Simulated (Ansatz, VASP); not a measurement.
This is a calculation of Cu for VASP 6.6.1.

Contents of INCAR:

```
PREC     = Accurate       # precision mode
ENCUT    = 520            # plane-wave cutoff, eV
EDIFF    = 1E-6           # SCF threshold, eV
ISMEAR   = -1             # smearing method
SIGMA    = 0.05           # smearing width, eV
LREAL    = False          # projectors in reciprocal space
LASPH    = True           # aspherical terms in the spheres
NELM     = 60             # most SCF steps
ALGO     = Fast           # electronic algorithm
ISIF     = 2              # what is computed and relaxed
LWAVE    = False          # write WAVECAR
LCHARG   = False          # write CHGCAR
GGA      = PE             # functional
NBANDS   = 12             # bands
```

KPOINTS

```
Automatic mesh
0
Gamma
  13 13 13
```

File POSCAR:

```
Cu
1.0
   -1.4331098516      1.4331098516      1.3668457257
    1.4331098516     -1.4331098516      1.3668457257
    1.4331098516      1.4331098516     -1.3668457257
Cu
1
Direct
    0.0000000000      0.0000000000      0.0000000000
```

Potentials or basis: VASP PAW PBE potentials, release 64 (Cu).

Launch:

```bash
$ cat potpaw_PBE.64/Cu/POTCAR > POTCAR
$ mpirun -np 1 vasp_std > vasp.out
```

Task: Set up the same calculation for Ansatz 0.2.0. Potentials there: all-electron LAPW, scalar-relativistic.

Result: As run (the cutoff follows the program's own potentials):

Contents of input.yaml:

```yaml
crystal:
  lattice:
    - [-1.4331098516, 1.4331098516, 1.3668457257]
    - [1.4331098516, -1.4331098516, 1.3668457257]
    - [1.4331098516, 1.4331098516, -1.3668457257]
  atoms:
    - { symbol: Cu, position: [0.0, 0.0, 0.0] }
kpoints:
  mp_grid: { grid: [13, 13, 13] }
scf:
  occupations: { method: fermi_dirac, width: 0.05 }
hamiltonian:
  xc: pbe
  pseudopotentials: { kind: all_electron, lapw: { basis_error: 0.0005 } }
output:
  forces: true
  stress: true
  eigenvalues: true
```

Potentials or basis: all-electron LAPW, scalar-relativistic.

Launch:

```console
$ ansatz run input.yaml --threads 1 --pin off --max-ram 2560MiB --backend cpu --events-out ev --progress --plain --runs-dir out
```

Both were run:

|  | VASP | Ansatz | Ansatz less VASP |
| --- | --- | --- | --- |
| gap on the k mesh at the Fermi level (eV) | none | none | - |
| pressure (GPa) | 11.7 | 11.0 | -0.72 |
| largest component of the traceless stress (GPa) | 0.07 | 0.14 | +0.071 |

A gap of «none» marks a metal or a gap that the smearing closes. Ansatz ran all-electron here, so the differences hold the error of VASP's frozen core and of both bases.
